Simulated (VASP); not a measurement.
SrTe:

```
Te Sr
1.0
     0.00000    3.35584    3.35584
     3.35584    0.00000    3.35584
     3.35584    3.35584    0.00000
Te Sr
1 1
Direct
  0.50000 0.50000 0.50000
  0.00000 0.00000 0.00000
```

The cell was built by a generator and needn't be a form met in nature.

| Quantity | Value |
| --- | --- |
| Program | VASP 6.6.1 |
| Task | relaxation of cell and atoms |
| Functional | PBEsol |
| Potentials or basis | VASP PAW PBE potentials, release 64 (Te, Sr_sv) |
| Cutoff | 600 eV |
| k mesh | 8 × 8 × 8 |
| Occupations | gaussian, width 0.03 eV |
| Spin | no spin polarisation |

At the start: pressure -1.4 GPa; volume 37.79 Å³/atom.

How do energy, volume and symmetry change on relaxing?

Over 3 steps the energy falls by 7.3 meV/atom and the volume is 36.19 Å³/atom (-4.3 %); space group Fm-3m (No. 225, to 0.05 Å).

Step by step:
```csv
step,energy change (eV),largest force (eV/Å),pressure (GPa),volume (Å³)
1,0.0000,0.0000,-1.40,75.58
2,-0.0145,0.0000,0.18,72.02
3,-0.0147,0.0000,0.00,72.37
```

Final structure:
```yaml
crystal:
  lattice:
    - [0.00000, 3.30760, 3.30760]
    - [3.30760, 0.00000, 3.30760]
    - [3.30760, 3.30760, 0.00000]
  atoms:
    - { symbol: Te, position: [0.50000, 0.50000, 0.50000] }
    - { symbol: Sr, position: [0.00000, 0.00000, 0.00000] }
```

Caveat: the PAW data sets were made with another functional, which shifts forces and pressure a little.
